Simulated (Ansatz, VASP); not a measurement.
**KF (Carobbiite) in two plane-wave programs**

One calculation is typed for both programs; each brings its own data sets and cutoff. How far apart do they land? The cell is a member of a volume series, scaled by 1.04 from a relaxed one, so a pressure remains.

Main program and level: Ansatz 0.2.0; plane waves, with VASP 6.6.1 beside it; single point at PBEsol.

## (1) Set-up

It takes space group Fm-3m (No. 225, cubic). The conventional cell has a = 5.380 Å, b = 5.380 Å, c = 5.380 Å, α = 90.00°, β = 90.00°, γ = 90.00°. Nearest to K lie 6 F at 2.69 Å. F has 6 K at 2.69 Å nearest. Farther neighbours and most contacts between anions are not listed.

Coordinates:

```
K F
1.0
     0.00000    2.68997    2.68997
     2.68997    0.00000    2.68997
     2.68997    2.68997    0.00000
K F
1 1
Direct
  0.00000 0.00000 0.00000
  0.50000 0.50000 0.50000
```

## (2) VASP: single point, PBEsol, volume scaled by 1.04

A single point gives forces, pressure and levels at one fixed geometry, so differences don't come from the geometry; what else differs is listed under the comparison.

Lines of VASP's logs that name or quote its potential files are left out, and so is its time.

The input asks for a relaxation, which ended at its first step since no free force or stress exceeded the threshold; so it serves as a single point.

File INCAR:

```
SYSTEM = KF
PREC = Accurate
ENCUT = 520
EDIFF = 1E-08
NELM = 100
ISMEAR = 0
SIGMA = 0.05
LREAL = .FALSE.
ALGO = Normal
GGA = PS
NBANDS = 14
LORBIT = 11
LWAVE = .FALSE.
LCHARG = .FALSE.
KPAR = 12
IBRION = 2
NSW = 30
ISIF = 4
EDIFFG = -0.002
```

File POSCAR:

```
KF
1.0
    0.0000000000      2.6899692931      2.6899692931
    2.6899692931      0.0000000000      2.6899692931
    2.6899692931      2.6899692931      0.0000000000
K F
1 1
Direct
    0.0000000000      0.0000000000      0.0000000000
    0.5000000000      0.5000000000      0.5000000000
```

File KPOINTS:

```
Automatic mesh
0
Gamma
11 11 11
0 0 0
```

PAW data sets: K_sv and F (PBE family, release 64).

On the command line:

```console
$ mpirun -np 12 vasp_std
```

Numbers of over 12 decimals in the logs are rounded to 6 here.

The program printed:

```text
[banner, memory and clock lines left out]
running   12 mpi-ranks, on    1 nodes
 distrk:  each k-point on    1 cores,   12 groups
 distr:  one band on    1 cores,    1 groups

 POSCAR found type information on POSCAR K F
 POSCAR found :  2 types and       2 ions
|                                                                             |
|           W    W    AA    RRRRR   N    N  II  N    N   GGGG   !!!           |
|           W    W   A  A   R    R  NN   N  II  NN   N  G    G  !!!           |
|           W    W  A    A  R    R  N N  N  II  N N  N  G       !!!           |
|           W WW W  AAAAAA  RRRRR   N  N N  II  N  N N  G  GGG   !            |
|           WW  WW  A    A  R   R   N   NN  II  N   NN  G    G                |
|           W    W  A    A  R    R  N    N  II  N    N   GGGG   !!!           |
|                                                                             |
|     For optimal performance we recommend to set                             |
|       NCORE = 2 up to number-of-cores-per-socket                            |
|     NCORE specifies how many cores store one orbital (NPAR=cpu/NCORE).      |
|     This setting can greatly improve the performance of VASP for DFT.       |
|     The default, NCORE=1 might be grossly inefficient on modern             |
|     multi-core architectures or massively parallel machines. Do your        |
|     Unfortunately you need to use the default for GW and RPA                |
|     calculations (for HF NCORE is supported but not extensively tested      |
|     yet).                                                                   |
|                                                                             |

|                                                                             |
|               ----> ADVICE to this user running VASP <----                  |
|                                                                             |
|     You enforced a specific xc type in the INCAR file but a different       |
|     [... a line on the potential file left out ...]
|     I HOPE YOU KNOW WHAT YOU ARE DOING!                                     |
|                                                                             |

 LDA part: xc-table for (Slater+PW92), standard interpolation
 POSCAR, INCAR and KPOINTS ok, starting setup
 FFT: planning ... GRIDC
 FFT: planning ... GRID_SOFT
 FFT: planning ... GRID
 WAVECAR not read
 entering main loop
       N       E                     dE             d eps       ncg     rms          rms(c)
DAV:   1     0.112123611002E+03    0.11212E+03   -0.83325E+03  1568   0.111E+03
DAV:   2    -0.491664139562E+01   -0.11704E+03   -0.10796E+03  2038   0.297E+02
DAV:   3    -0.951332831803E+01   -0.45967E+01   -0.45778E+01  2032   0.534E+01
DAV:   4    -0.964671527260E+01   -0.13339E+00   -0.13337E+00  2092   0.828E+00
DAV:   5    -0.964798933147E+01   -0.12741E-02   -0.12739E-02  2038   0.857E-01    0.585E+00
DAV:   6    -0.855675833019E+01    0.10912E+01   -0.32032E+00  1694   0.148E+01    0.391E+00
DAV:   7    -0.852120215340E+01    0.35556E-01   -0.77816E-02  2010   0.242E+00    0.225E+00
DAV:   8    -0.851390510829E+01    0.72970E-02   -0.54746E-02  1766   0.240E+00    0.219E-01
DAV:   9    -0.851548686492E+01   -0.15818E-02   -0.55121E-03  1994   0.630E-01    0.124E-01
DAV:  10    -0.851582171386E+01   -0.33485E-03   -0.52225E-04  1880   0.193E-01    0.787E-02
DAV:  11    -0.851607156038E+01   -0.24985E-03   -0.25216E-04  1604   0.114E-01    0.163E-02
DAV:  12    -0.851606713356E+01    0.44268E-05   -0.13868E-05  2030   0.326E-02    0.435E-03
DAV:  13    -0.851606855184E+01   -0.14183E-05   -0.33296E-06  1628   0.148E-02    0.459E-03
DAV:  14    -0.851606835248E+01    0.19936E-06   -0.81322E-07  1984   0.825E-03    0.111E-03
DAV:  15    -0.851606833471E+01    0.17769E-07   -0.29787E-08  1666   0.150E-03    0.389E-04
DAV:  16    -0.851606833963E+01   -0.49156E-08   -0.28381E-09  1350   0.485E-04
   1 F= -.85160683E+01 E0= -.85160683E+01  d E =-.851607E+01
 curvature:   0.00 expect dE= 0.000E+00 dE for cont linesearch  0.000E+00
 trial: gam= 0.00000 g(F)=  0.242E-63 g(S)=  0.580E-33 ort = 0.000E+00 (trialstep = 0.100E+01)
 search vector abs. value=  0.100E-09
 reached required accuracy - stopping structural energy minimisation
```

From OUTCAR (step 2):

```text
ion  position               nearest neighbor table
   1  0.000  0.000  0.000-   2 2.69   2 2.69   2 2.69   2 2.69   2 2.69   2 2.69
   2  0.500  0.500  0.500-   1 2.69   1 2.69   1 2.69   1 2.69   1 2.69   1 2.69

  LATTYP: Found a face centered cubic cell.
 ALAT       =     5.3799385862

 Subroutine GETGRP returns: Found 48 space group operations
 (whereof 48 operations were pure point group operations)

The static configuration has the point symmetry O_h .

 Found     56 irreducible k-points:

   k-points           NKPTS =     56   k-points in BZ     NKDIM =     56   number of bands    NBANDS=     14

   dimension x,y,z NGX =    28 NGY =   28 NGZ =   28
   dimension x,y,z NGXF=    56 NGYF=   56 NGZF=   56

   ENCUT  =  520.0 eV  38.22 Ry    6.18 a.u.   7.07  7.07  7.07*2*pi/ulx,y,z

   NELECT =      16.0000    total number of electrons

 k-points in reciprocal lattice and weights: Automatic mesh
   0.00000000  0.00000000  0.00000000       0.001
   0.09090909  0.00000000  0.00000000       0.006
   0.18181818  0.00000000  0.00000000       0.006
   0.27272727  0.00000000  0.00000000       0.006
   0.36363636  0.00000000  0.00000000       0.006
   0.45454545  0.00000000  0.00000000       0.006
   0.09090909  0.09090909  0.00000000       0.005
   0.18181818  0.09090909  0.00000000       0.018
   0.27272727  0.09090909  0.00000000       0.018
[...]
-0.36363636  0.45454545  0.18181818       0.018
  -0.27272727  0.45454545  0.18181818       0.018

 average (electrostatic) potential at core
       1 -36.0669       2 -77.9045

 E-fermi :  -2.7014

 k-point     1 :       0.0000    0.0000    0.0000
  band No.  band energies     occupation
    ...
      4     -12.3065      2.00000
      5     -12.3065      2.00000
      6      -2.9585      2.00000
      7      -2.9584      2.00000
      8      -2.9584      2.00000
      9       2.9727      0.00000
     10       7.6227      0.00000
     11       7.6227      0.00000
     12       7.6227      0.00000
     13       9.2682      0.00000
    ...

 k-point     2 :       0.0909    0.0000    0.0000
  band No.  band energies     occupation
    ...
      4     -12.3094      2.00000
      5     -12.3094      2.00000
      6      -3.0361      2.00000
      7      -2.9864      2.00000
      8      -2.9864      2.00000
      9       3.2049      0.00000
     10       7.4710      0.00000
     11       7.7348      0.00000
     12       7.7348      0.00000
     13       9.3423      0.00000
    ...

 k-point     3 :       0.1818    0.0000    0.0000
  band No.  band energies     occupation
    ...
      4     -12.3172      2.00000
      5     -12.3172      2.00000
      6      -3.2273      2.00000
      7      -3.0602      2.00000
      8      -3.0602      2.00000
      9       3.8359      0.00000
     10       7.1696      0.00000
     11       8.0421      0.00000
     12       8.0421      0.00000
     13       9.5680      0.00000
    ...

  Total       -0.2945290     -0.2945290     -0.2945290      0.0000000     -0.0000000      0.0000000
  in kB      -12.1217893    -12.1217893    -12.1217893      0.0000000     -0.0000000      0.0000000
  external PRESSURE =     -12.1217893 kB  Pullay stress =       0.0000000 kB

  energy-cutoff  :      520.00
  volume of cell :       38.93
      direct lattice vectors                 reciprocal lattice vectors
     0.000000000  2.689969293  2.689969293    -0.185875728  0.185875728  0.185875728
     2.689969293  0.000000000  2.689969293     0.185875728 -0.185875728  0.185875728
     2.689969293  2.689969293  0.000000000     0.185875728  0.185875728 -0.185875728

 POSITION                                       TOTAL-FORCE (eV/Angst)
 -----------------------------------------------------------------------------------
      0.00000      0.00000      0.00000         0.000000      0.000000      0.000000
      2.68997      2.68997      2.68997        -0.000000     -0.000000     -0.000000
 -----------------------------------------------------------------------------------
    total drift:                                0.000000      0.000000      0.000000

  FREE ENERGIE OF THE ION-ELECTRON SYSTEM (eV)
  ---------------------------------------------------
  free  energy   TOTEN  =        -8.5160683396 eV

  energy  without entropy=       -8.5160683396  energy(sigma->0) =       -8.51606834

 reached required accuracy - stopping structural energy minimisation

 total charge
# of ion       s       p       d       tot
------------------------------------------
    1        1.956   5.576   0.032   7.564
    2        1.728   4.336   0.000   6.064
--------------------------------------------------
tot          3.684   9.913   0.032  13.629

[... 3 further parts left out ...]
```

## (3) Ansatz: single point, PBEsol, volume scaled by 1.04

Ansatz runs on its default PAW (the set named soft_2) files.

The same cell, functional, mesh and smearing now go to Ansatz, which takes its cutoff from its data sets.

File input.yaml:

```yaml
crystal:
  lattice:
    - [0.0, 2.68996929, 2.68996929]
    - [2.68996929, 0.0, 2.68996929]
    - [2.68996929, 2.68996929, 0.0]
  atoms:
    - { symbol: K, position: [0.0, 0.0, 0.0] }
    - { symbol: F, position: [0.5, 0.5, 0.5] }
hamiltonian:
  xc: pbesol
  pseudopotentials: { kind: paw }
kpoints:
  mp_grid: { grid: [11, 11, 11] }
scf:
  occupations: { method: gaussian, width: 0.05 }
  n_extra_bands: 4
output:
  forces: true
  stress: true
  eigenvalues: true
```

On the command line:

```console
$ ansatz run input.yaml --threads 2 --pin off --max-ram 4608MiB --backend cpu --events-out ev --progress --plain --runs-dir out
```

The program printed:

```text
scf.n_extra_bands = 4 over 8 filled bands (N_el = 16.0): the run solves 12 bands
Engine: ansatz 0.2.0, aarch64-unknown-linux-gnu
Pseudopotentials: kind: paw
Pseudopotential: K, paw, valence charge 9, recommended cutoff 420 eV (normal), K.paw.azcp
Pseudopotential: F, paw, valence charge 7, recommended cutoff 420 eV (normal), F.paw.azcp
Functional definition: PBEsol
  exchange = pbesol_x
  correlation = pbesol_c
Crystal: 2 atoms, lattice volume = 38.929 Å³
Basis set: ecut = 420 eV, 749 PW (Γ), exchange–correlation on 54×54×54 points (8 copies of the dense FFT grid, shifted against one another)
Bands: 12, of which v1, the nominal top of the filled ones, is band 8 counted from 1 (7 counted from 0)
Symmetry: 48 space group operations
Space group: Fm-3m (ITA 225), of the structure as read, at distance tolerance 3.4e-5 Å
k-points: 56 of 1331
Non-local potential: K, projectors of the file, l = 0: 3, l = 1: 2, l = 2: 2
Non-local potential: F, projectors of the file, l = 0: 2, l = 1: 2, l = 2: 1
PAW form: soft (Blöchl's): semilocal exchange-correlation on the pseudo side does not see the compensation charge
PAW frozen core: K, regenerated for the run's functional, and the local potential with it (the file was generated under x = pbe(κ = 0.804, μ = 0.219515), c = pbe(β = 0.066725))
PAW frozen core: F, regenerated for the run's functional, and the local potential with it (the file was generated under x = pbe(κ = 0.804, μ = 0.219515), c = pbe(β = 0.066725))
PAW one-centre angular grid: K, 110 points (default); XC on 64 Gauss nodes
PAW one-centre angular grid: F, 110 points (default); XC on 64 Gauss nodes
Initial density: superposition of atomic densities (neutral atoms: chi_scale 0, normalization atom), corrected by the library's trained network
Initial wavefunctions: pseudopotential atomic-orbital guess
Functional: x = pbesol(κ = 0.804, μ = 0.123457), c = pbesol(β = 0.046)
SCF iter   1: F=—  HF=-2319.106915 eV  |F-HF|=—  |Δ(HF+E_count)|=         —  Δρ=9.52e-3  dr2=2.32e-2  ethr=1.77e-3  ⟨swp⟩=5.7  Hψ=4289  notcnv=0
preconditioner: auto → none  [insulator: Δε(μ)=5.786 eV  Ē_g=17.318 eV  σ=0.050 eV  W_gap=1.00  n_scr=14 (ndim 8)  ℏωp=22.3 eV  f_vac=0.131  D(μ)=0.00/eV (n_scr^D=0)  ε∞_Penn≈2.7]
SCF iter   2: F=—  HF=-2319.101077 eV  |F-HF|=—  |Δ(HF+E_count)|=   5.84e-3  Δρ=5.13e-3  dr2=6.13e-3  ethr=1.45e-4  ⟨swp⟩=2.0  Hψ=1730  notcnv=0
SCF iter   3: F=—  HF=-2319.099371 eV  |F-HF|=—  |Δ(HF+E_count)|=   1.71e-3  Δρ=7.68e-4  dr2=1.37e-4  ethr=3.83e-5  ⟨swp⟩=2.0  Hψ=1226  notcnv=0
SCF iter   4: F=—  HF=-2319.099378 eV  |F-HF|=—  |Δ(HF+E_count)|=   7.85e-6  Δρ=2.40e-4  dr2=6.57e-6  ethr=8.59e-7  ⟨swp⟩=3.0  Hψ=1064  notcnv=0
SCF iter   5: F=—  HF=-2319.099384 eV  |F-HF|=—  |Δ(HF+E_count)|=   5.22e-6  Δρ=4.58e-5  dr2=5.96e-7  ethr=4.11e-8  ⟨swp⟩=2.0  Hψ=1064  notcnv=0
SCF iter   6: F=-2319.099384 eV  HF=-2319.099384 eV  |F-HF|=9.41e-9  |Δ(HF+E_count)|=   1.42e-7  Δρ=4.83e-6  dr2=7.36e-9  ethr=6.25e-10  ⟨swp⟩=5.0  Hψ=2970  notcnv=0
SCF 1 converged in 6 iterations: F = -2319.099384 eV  dr2 = 7.36e-9
  greatest PAW one-centre occupation: 0.987 electrons in one spin orbital (limit 2), on the K atom at site 0 (counted from 0), in its partial waves of l = 0
SCF converged after 6 iterations
Free energy (F): -2319.099384 eV
Harris-Foulkes:  -2319.099384 eV  (|F-HF|=9.41e-9)
Internal energy: -2319.099384 eV  (E = F + TS)
E sigma→0 (E₀):  -2319.099384 eV
Fermi energy:    4.195166 eV
--- Per-component energies (eV) ---
  E_band       = -128.271436
  E_kinetic    = 460.756831
  E_local      = -1119.990808  (includes V_loc(G=0)·N_el)
  E_nonlocal   = 87.174796
  E_hartree    = 402.499849
  E_xc         = -213.095040
  E_vxc        = -266.348228  (∫ρ·V_xc dr)
  E_paw        = -955.190892  (= ΣΔE_a)
  E_vpaw       = -94.868306  (= ΣTr[D̂ρ^β])
  E_aug_tail   = 0.002032  (compensation charges beyond the density's cutoff)
  E_ewald      = -981.406480
  E_core_change = 0.150328  (= ΣΔE_core)
  E_smearing   = -0.000000  (= −TS)
  E_closure    = -0.000000  (closes the sum)
  Σ components = -2319.099384   (vs F -2319.099384, Δ=0.00e0)
--- Forces (eV/Å), atoms counted from 1 ---
  atom   1  K     -0.00000000     0.00000000    -0.00000000
  atom   2  F      0.00000000    -0.00000000     0.00000000
  max |Σ_I F_I| component: 4.54e-29 eV/Å
--- Stress (GPa, compression-positive) ---
       -1.235676       0.000000       0.000000
        0.000000      -1.235676       0.000000
       -0.000000      -0.000000      -1.235676
  P = ⅓ Tr σ = -1.2357 GPa (-12.357 kbar)
--- Band table (eV; the first three rows and the last of 56) ---
  k-point 0: bands = [... 4 lower, -8.1191, 1.2214, 1.2214, 1.2214, 7.1685, 11.8002, 11.8002, 11.8002]
  k-point 1: bands = [... 4 lower, -8.1220, 1.1441, 1.1935, 1.1935, 7.4001, 11.6501, 11.9102, 11.9102]
  k-point 2: bands = [... 4 lower, -8.1297, 0.9532, 1.1193, 1.1193, 8.0298, 11.3513, 12.2113, 12.2113]
  k-point 55: bands = [... 4 lower, -8.2075, 0.8197, 1.0421, 1.0450, 10.5731, 11.0301, 12.2641, 14.4127]
```

Wall time 0.95 s (2 threads of Arm Neoverse V1, shared host); peak memory 0.24 GiB.

The run ends at a pressure of -1.24 GPa.

## (4) Side by side

Known differences besides the potentials themselves: the cutoff is 420 eV in Ansatz and 520 eV in VASP; Ansatz makes its cores anew for this functional, VASP keeps those of its PBE data sets; VASP leaves aspherical gradient terms in its spheres out (LASPH is not set), Ansatz keeps them. Total energies have different zeros and are not compared.

Both answers:

```
                                        quantity  Ansatz   VASP  difference
                                  pressure (GPa)   -1.24  -1.21       -0.02
pressure without Ansatz's Pulay correction (GPa)   -1.57  -1.21       -0.36
                          gap on the k mesh (eV)   5.947  5.931      +0.016
```

A gap on the mesh is an upper bound, since the band edges may lie between its points. Ansatz's pressure holds a Pulay correction of 0.33 GPa; VASP's holds none.

## (5) What the set-up changes

Further runs change the set-up of one program: Ansatz's method, potentials or start, or VASP's data sets, cutoff or form of LDA. The table gives Ansatz less VASP for each quantity, since a change that brings one quantity closer may part another.

```
                              run  pressure (GPa)  gap on the k mesh (eV)
                         as above          -0.023                   0.016
Ansatz's all-electron LAPW method          -0.023                   0.011
```

## (6) VASP: single point, PBEsol, volume scaled by 0.98

With cell and atoms fixed, the geometry can't cause a difference; cores, projectors, grids and the points listed under the comparison can. The cell compared in this pair holds 36.68 Å³, against 38.93 Å³ for the pair before.

The input asks for a relaxation, which ended at its first step since no free force or stress exceeded the threshold; so it serves as a single point.

INCAR is that of step 2.

File POSCAR:

```
KF
1.0
    0.0000000000      2.6372111376      2.6372111376
    2.6372111376      0.0000000000      2.6372111376
    2.6372111376      2.6372111376      0.0000000000
K F
1 1
Direct
    0.0000000000      0.0000000000      0.0000000000
    0.5000000000      0.5000000000      0.5000000000
```

KPOINTS is that of step 2.

On the command line:

```console
$ mpirun -np 12 vasp_std
```

The program printed:

```text
[banner, memory and clock lines left out]
running   12 mpi-ranks, on    1 nodes
[...]
[... a notice as in an earlier step ...]

 [... a notice as in an earlier step ...]

 LDA part: xc-table for (Slater+PW92), standard interpolation
 POSCAR, INCAR and KPOINTS ok, starting setup
[...]
entering main loop
       N       E                     dE             d eps       ncg     rms          rms(c)
DAV:   1     0.111007405187E+03    0.11101E+03   -0.83654E+03  1576   0.111E+03
DAV:   2    -0.492846894869E+01   -0.11594E+03   -0.10542E+03  2036   0.296E+02
DAV:   3    -0.950797119544E+01   -0.45795E+01   -0.45562E+01  1968   0.535E+01
DAV:   4    -0.963181443479E+01   -0.12384E+00   -0.12380E+00  2106   0.821E+00
[...]
DAV:  14    -0.851758099973E+01    0.18724E-06   -0.71354E-07  2042   0.826E-03    0.110E-03
DAV:  15    -0.851758102064E+01   -0.20909E-07   -0.28328E-08  1634   0.150E-03    0.401E-04
DAV:  16    -0.851758102999E+01   -0.93546E-08   -0.25087E-09  1380   0.462E-04
   1 F= -.85175810E+01 E0= -.85175810E+01  d E =-.851758E+01
[...]
reached required accuracy - stopping structural energy minimisation
```

From OUTCAR (step 6):

```text
  Total        0.1616777      0.1616777      0.1616777     -0.0000000     -0.0000000      0.0000000
  in kB        7.0614858      7.0614858      7.0614858     -0.0000000     -0.0000000      0.0000000
  external PRESSURE =       7.0614858 kB  Pullay stress =       0.0000000 kB

 POSITION                                       TOTAL-FORCE (eV/Angst)
 -----------------------------------------------------------------------------------
      0.00000      0.00000      0.00000        -0.000000     -0.000000      0.000000
      2.63721      2.63721      2.63721         0.000000      0.000000     -0.000000
 -----------------------------------------------------------------------------------
    total drift:                                0.000000      0.000000      0.000000

  FREE ENERGIE OF THE ION-ELECTRON SYSTEM (eV)
  ---------------------------------------------------
  free  energy   TOTEN  =        -8.5175810300 eV

  energy  without entropy=       -8.5175810300  energy(sigma->0) =       -8.51758103

[... 2 parts as in an earlier step ...]

[... 2 further parts left out ...]
[key lines of the parts left out:]
E-fermi :  -2.5608
```

(Continued in part 2 of 2.)

[Lines on the potential files, build, host, timing and source positions are cut from VASP's logs without a mark.]

[Logs are printed without paths, hosts, clocks, repeated set-up lines and the standing remarks that a program may print on its own settings, such as how far it seeks lower states.]

[Hosts, paths, dates, database ids (printed as entryN), source tags and the programs' standing remarks are cut or masked in the printed files.]
